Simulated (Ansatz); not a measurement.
# Ta (Im-3m) in Ansatz: further runs

One crystal, Ta, is run at these levels: PBE, revPBE+D3(BJ); tasks: single point, relaxation of cell and atoms.

Program: Ansatz 0.2.0. These are calculated values, not measurements. Logs are shortened: lines on timing, memory, paths and dates and some standing lists are left out, and cuts for length are marked.

## Step 1: The structure

It takes space group Im-3m (No. 229, cubic). The conventional cell has a = 3.303 Å, b = 3.303 Å, c = 3.303 Å, α = 90.00°, β = 90.00°, γ = 90.00°. Ta (site symmetry m-3m) has 8 Ta at 2.86 Å as nearest neighbours.

## Step 2: Single point, PBE

input.yaml

```yaml
crystal:
  lattice:
    - [-1.65128, 1.65128, 1.65128]
    - [1.65128, -1.65128, 1.65128]
    - [1.65128, 1.65128, -1.65128]
  atoms:
    - { symbol: Ta, position: [0.0, 0.0, 0.0] }
kpoints:
  mp_grid: { grid: [11, 11, 11] }
scf:
  occupations: { method: gaussian, width: 0.019 }
hamiltonian:
  xc: pbe
  pseudopotentials: { kind: all_electron, lapw: { basis_error: 0.001 } }
output:
  forces: true
  stress: true
  eigenvalues: true
```

Potentials or basis: all-electron LAPW, scalar-relativistic.

Run with:

```sh
> ansatz run input.yaml --threads 1 --pin off --max-ram 3072MiB --backend cpu --events-out ev --progress --plain --runs-dir out
```

What it wrote:

```text
Warning: RAYON_NUM_THREADS=1 ignored (pool sized by the plan → 1); use --threads N
LAPW: plane waves up to 8.288 Å⁻¹, error target 1.0e-3 eV per atom; small_component_spin mean_spin; Ta in spheres of 1.430 Å, 37 of its electrons in bands, Dirac shells [] (how accurate: hamiltonian.pseudopotentials.lapw.basis_error, Limitations)
Engine: ansatz 0.2.0, x86_64-unknown-linux-gnu
Pseudopotentials: kind: all_electron
Pseudopotential: Ta, LAPW, valence charge 37, lapw/all_electron/scalar/gaussian/Ta, Koelling and Harmon's equation, gaussian nucleus
Functional definition: PBE
  parameter kappa = 0.804
  parameter beta = 0.06672455060314922
  exchange = pbe_x(kappa = kappa, mu = beta*pi^2/3)
  correlation = pbe_c(beta = beta)
Crystal: 1 atoms, lattice volume = 18.010 Å³
Basis set: ecut = 261.74233129142016 eV, 177 PW (Γ), exchange–correlation at level 2
Bands: 23, of which v1, the nominal top of the filled ones, is band 19 counted from 1 (18 counted from 0)
Symmetry: 48 space group operations
Space group: Im-3m (ITA 229), of the structure as read, at distance tolerance 2.6e-5 Å
k-points: 56 of 1331
Non-local potential: Ta, projectors of the file, none
Initial density: superposition of atomic densities (chi_scale 0.1, normalization cell)
Initial wavefunctions: plane waves of lowest kinetic energy (no species holds an atomic orbital)
Functional: x = pbe(κ = 0.804, μ = 0.2195149727645171), c = pbe(β = 0.06672455060314922)
iter 1 solved again at ethr=2.10e-4 eV; its pass at ethr=1.00e-1 eV (dr2=7.78e-2 eV) is discarded
SCF iter   1: F=—  HF=-424569.243423 eV  |F-HF|=—  |Δ(HF+E_count)|=         —  Δρ=2.57e-2  dr2=7.83e-2  ethr=2.10e-4  ⟨swp⟩=2.9  Hψ=8164  notcnv=0
preconditioner: auto → none  [insulator: Δε(μ)=0.042 eV  Ē_g=24.528 eV  σ=0.019 eV  W_gap=0.71  n_scr=12 (ndim 8)  ℏωp=43.7 eV  f_vac=0.000  D(μ)=1.77/eV (n_scr^D=18)  ε∞_Penn≈4.2]
iter 2 solved again at ethr=1.67e-5 eV; its pass at ethr=2.10e-4 eV (dr2=6.17e-3 eV) is discarded
SCF iter   2: F=—  HF=-424569.121741 eV  |F-HF|=—  |Δ(HF+E_count)|=   1.22e-1  Δρ=7.94e-3  dr2=6.17e-3  ethr=1.67e-5  ⟨swp⟩=2.0  Hψ=6653  notcnv=0
SCF iter   3: F=—  HF=-424569.110617 eV  |F-HF|=—  |Δ(HF+E_count)|=   1.11e-2  Δρ=4.14e-3  dr2=1.67e-3  ethr=1.67e-5  ⟨swp⟩=2.0  Hψ=3774  notcnv=0
SCF iter   4: F=—  HF=-424569.108191 eV  |F-HF|=—  |Δ(HF+E_count)|=         —  Δρ=1.23e-3  dr2=1.23e-4  ethr=4.50e-6  ⟨swp⟩=2.0  Hψ=3775  notcnv=0
the basis was enlarged: its passes take 457.0 KiB over the memory plan, 1 of 1 planned eigensolver slots
SCF iter   5: F=—  HF=-424569.108302 eV  |F-HF|=—  |Δ(HF+E_count)|=   1.11e-4  Δρ=7.14e-5  dr2=6.39e-7  ethr=3.33e-7  ⟨swp⟩=2.0  Hψ=3773  notcnv=0
SCF iter   6: F=-424569.108302 eV  HF=-424569.108302 eV  |F-HF|=2.10e-8  |Δ(HF+E_count)|=   5.65e-7  Δρ=1.11e-5  dr2=9.47e-9  ethr=1.73e-9  ⟨swp⟩=2.2  Hψ=3783  notcnv=0
SCF 1 converged in 6 iterations: F = -424569.108302 eV  dr2 = 9.47e-9
SCF converged after 6 iterations
Free energy (F): -424569.108302 eV
Harris-Foulkes:  -424569.108302 eV  (|F-HF|=2.10e-8)
Internal energy: -424569.108232 eV  (E = F + TS)
E sigma→0 (E₀):  -424569.108267 eV
Entropy (-TS):   -0.000069 eV (-0.069 meV/atom)
Fermi energy:    24.766425 eV
--- Per-component energies (eV) ---
  E_band       = -1850.617696
  E_kinetic    = 473935.477068
  E_xc         = -8623.685447
  E_electrostatic = -889880.899853  (all electrons and nuclei)
  E_smearing   = -0.000069  (= −TS)
  E_closure    = 0.000000  (closes the sum)
  E_atoms      = -424559.369556  (free atoms, spherical and without spin; not in F)
  Σ components = -424569.108302   (vs F -424569.108302, Δ=0.00e0)
  Basis errors (estimates in eV, not in F): energy 2.6e-4 per atom: plane waves 2.2e-4 (1.1e-4 summed), levels above the bands 0.0e0, relativity 6.7e-8, radial functions 3.8e-5, core shells 1.3e-6; eigenvalues (radial functions only) 2.0e-6; not estimated: angular momenta, meshes, grids; target (lapw.basis_error) 1.0e-3; muffin-tin radii Ta 1.430 Å
--- Forces (eV/Å), atoms counted from 1 ---
  atom   1  Ta    -0.00000000     0.00000000    -0.00000000
  max |Σ_I F_I| component: 2.59e-31 eV/Å
--- Stress (GPa, compression-positive) ---
        2.064537       0.000000       0.000000
        0.000000       2.064537      -0.000000
        0.000000      -0.000000       2.064537
  P = ⅓ Tr σ = 2.0645 GPa (20.645 kbar)
--- Band table (eV; the first three rows and the last of 56) ---
  k-point 0: bands = ["-191.1407", "-191.1407", "-191.1228", "-191.1228", "-191.1228", "-42.2767", "-8.2231", "-8.2231", "-8.2231", "5.9564", "5.9564", "5.9564", "6.0081", "6.0081", "6.0081", "6.0596", "16.9059", "25.5432", "25.5432", "25.5432", "28.8160", "28.8160", "39.4013"]
  k-point 1: bands = ["-191.1407", "-191.1407", "-191.1228", "-191.1228", "-191.1228", "-42.2676", "-8.3241", "-8.2543", "-8.2237", "5.9580", "5.9599", "5.9603", "6.0046", "6.0069", "6.0070", "6.0548", "17.2701", "25.3096", "25.4635", "25.9046", "28.4674", "28.8187", "39.7167"]
  k-point 2: bands = ["-191.1407", "-191.1407", "-191.1228", "-191.1228", "-191.1228", "-42.2430", "-8.5879", "-8.3371", "-8.2252", "5.9616", "5.9694", "5.9706", "5.9958", "6.0019", "6.0049", "6.0440", "18.2566", "24.7440", "25.0852", "26.9574", "28.1165", "28.8745", "40.1619"]
  k-point 55: bands = ["-191.1407", "-191.1407", "-191.1228", "-191.1228", "-191.1228", "-42.0781", "-9.0454", "-9.0276", "-9.0276", "5.9506", "5.9730", "5.9745", "5.9745", "6.0238", "6.0246", "6.0246", "21.1041", "21.1461", "30.6329", "30.6329", "31.4547", "32.8119", "34.6277"]
```

Run time: 6.2 s. Hardware: 1 thread of Intel Xeon Platinum 8259CL at 2.50GHz (Skylake/Cascade Lake), shared host; peak memory 0.32 GiB.

What came out:

```yaml
Free_energy: -424569.1083 eV
Pressure: 2.1 GPa
Band_gap_on_the_k_mesh: none (metal or under the smearing width)
```

Levels at points of the mesh, in eV from the Fermi level:
| k point | band 15 | band 16 | band 17 | band 18 | band 19 | band 20 | band 21 | band 22 |
| --- | --- | --- | --- | --- | --- | --- | --- | --- |
| (0.00, 0.00, 0.00) | -18.76 | -18.71 | -7.86 | 0.78 | 0.78 | 0.78 | 4.05 | 4.05 |

The run has no spin-orbit coupling, so splittings on Ta are missing.

## Step 3: Relaxation of cell and atoms, revPBE+D3(BJ)

input.yaml, as its differences from that of step 2:

```diff
@@ -10,5 +10,6 @@
 scf:
-  occupations: { method: gaussian, width: 0.019 }
+  occupations: { method: fermi_dirac, width: 0.05 }
 hamiltonian:
-  xc: pbe
+  xc: revpbe
+  dispersion: d3bj
   pseudopotentials: { kind: all_electron, lapw: { basis_error: 0.001 } }
@@ -17,2 +18,5 @@
   stress: true
-  eigenvalues: true
+relax:
+  f_tol: 0.01
+  max_steps: 60
+  cell: {}
```

Potentials or basis: all-electron LAPW, scalar-relativistic.

Run with:

```sh
> ansatz run input.yaml --threads 1 --pin off --max-ram 3072MiB --backend cpu --events-out ev --progress --plain --runs-dir out
```

What it wrote:

```text
Warning: RAYON_NUM_THREADS=1 ignored (pool sized by the plan → 1); use --threads N
The last accepted step is kept in <dir> (removed where the run ends without a failure and the disk answers)
LAPW: plane waves up to 8.632 Å⁻¹, error target 1.0e-3 eV per atom; small_component_spin mean_spin; Ta in spheres of 1.387 Å, 43 of its electrons in bands, Dirac shells [] (how accurate: hamiltonian.pseudopotentials.lapw.basis_error, Limitations)
[... 2 set-up lines as earlier in the session ...]
Pseudopotential: Ta, LAPW, valence charge 43, lapw/all_electron/scalar/gaussian/Ta, Koelling and Harmon's equation, gaussian nucleus
Functional definition: revPBE
  parameter kappa = 1.245
[... 3 set-up lines as earlier in the session ...]
Crystal: 1 atoms, lattice volume = 18.010 Å³
Basis set: ecut = 283.904027070922 eV, 201 PW (Γ), exchange–correlation at level 2
Bands: 26, of which v1, the nominal top of the filled ones, is band 22 counted from 1 (21 counted from 0)
[... 2 set-up lines as earlier in the session ...]
k-points: 56 of 1331
[... 3 set-up lines as earlier in the session ...]
Functional: x = revpbe(κ = 1.245, μ = 0.2195149727645171), c = pbe(β = 0.06672455060314922)
iter 1 solved again at ethr=2.47e-4 eV; its pass at ethr=1.00e-1 eV (dr2=1.06e-1 eV) is discarded
SCF iter   1: F=—  HF=-424579.351197 eV  |F-HF|=—  |Δ(HF+E_count)|=         —  Δρ=2.87e-2  dr2=1.06e-1  ethr=2.47e-4  ⟨swp⟩=2.8  Hψ=8970  notcnv=0
[... 58 lines left out ...]
basis re-selected at this cell: Δ(F+E_penalty+E_count) = -2.896e-7 eV, ΔP = +0.000 GPa vs the last step (what re-selecting the basis moved, after the strain that the cell walked since its last selection, with what the two solves' SCF thresholds leave and, on support functions, any second-order correction that the steps lacked; it is no measure of the basis error at this ecutwfc). This SCF's stress stands 4.54e-2 GPa from its target on what of the cell is left free (relax.cell.stress_tol is 5.00e-2 GPa) and its largest allowed force component is 0.00e0 eV/Å (relax.f_tol is 1.00e-2 eV/Å): within both
SCF converged after 2 iterations
Free energy (F): -424579.227888 eV
Harris-Foulkes:  -424579.227888 eV  (|F-HF|=1.40e-9)
Internal energy: -424579.220858 eV  (E = F + TS)
E sigma→0 (E₀):  -424579.224373 eV
Entropy (-TS):   -0.007030 eV (-7.030 meV/atom)
Fermi energy:    25.681094 eV
--- Per-component energies (eV) ---
  E_band       = -4029.173898
  E_kinetic    = 473953.590731
  E_xc         = -8633.206932
  E_electrostatic = -889898.392012  (all electrons and nuclei)
  E_disp       = -1.212645  (pairwise vdW)
  E_smearing   = -0.007030  (= −TS)
  E_closure    = 0.000000  (closes the sum)
  E_atoms      = -424568.693813  (free atoms, spherical and without spin; not in F)
  Σ components = -424579.227888   (vs F -424579.227888, Δ=0.00e0)
  Basis errors (estimates in eV, not in F): energy 2.9e-4 per atom: plane waves 2.5e-4 (1.4e-4 summed), levels above the bands 3.8e-89, relativity 8.4e-8, radial functions 3.6e-5, core shells 4.7e-8; eigenvalues (radial functions only) 1.2e-6; not estimated: angular momenta, meshes, grids; target (lapw.basis_error) 1.0e-3; muffin-tin radii Ta 1.374 Å
--- Forces (eV/Å), atoms counted from 1 ---
  atom   1  Ta    -0.00000000     0.00000000     0.00000000
  max |Σ_I F_I| component: 4.36e-31 eV/Å
--- Stress (GPa, compression-positive) ---
        0.045404       0.000000      -0.000000
        0.000000       0.045404      -0.000000
       -0.000000      -0.000000       0.045404
  P = ⅓ Tr σ = 0.0454 GPa (0.454 kbar)
--- Relaxed structure (4 steps of the walk, 3 accepted, 1 SCFs on fresh bases) ---
  F+E_penalty+E_count = -424579.22788800 eV   max|allowed force component| = 0.000e0 eV/Å   (the final SCF, on the basis selected at the relaxed cell)
  cell:  # Å, volume = 17.4922 Å³
    - [-1.6352890943825558, 1.6352890943825558, 1.6352890943825558]
    - [1.6352890943825558, -1.6352890943825558, 1.6352890943825558]
    - [1.6352890943825558, 1.6352890943825558, -1.6352890943825558]
  atoms:
    - { symbol: Ta, position: [0.0, 0.0, 0.0] }
```

Wall time 27 s (1 thread of Intel Xeon Platinum 8259CL at 2.50GHz (Skylake/Cascade Lake), shared host); peak memory 0.32 GiB.

Results:

```yaml
Free_energy: -424579.2279 eV
Relaxed_volume: 17.49 Å³/atom
Relaxed_cell: a = 2.832 Å, b = 2.832 Å, c = 2.832 Å, α = 109.47°, β = 109.47°, γ = 109.47°
Space_group_after_relaxing_to_0.05_Å: Im-3m (No. 229)
Energy_gained_by_relaxing: 9.5 meV/atom
Ionic_steps: 4
Pressure_after_relaxing: 0.0 GPa
```

Step by step:
```tsv
step	energy change (eV)	largest force (eV/Å)	volume (Å³)
1	0.0000	0.0000	18.01
2	-0.0093	0.0000	17.57
3	-0.0095	0.0000	17.49
4	-0.0095	0.0000	17.49
```

Final structure:
```
CELL_PARAMETERS angstrom
-1.63529 1.63529 1.63529
1.63529 -1.63529 1.63529
1.63529 1.63529 -1.63529
ATOMIC_POSITIONS crystal
Ta 0.00000 0.00000 0.00000
```

Spin-orbit coupling is left out, which matters for the levels of Ta.
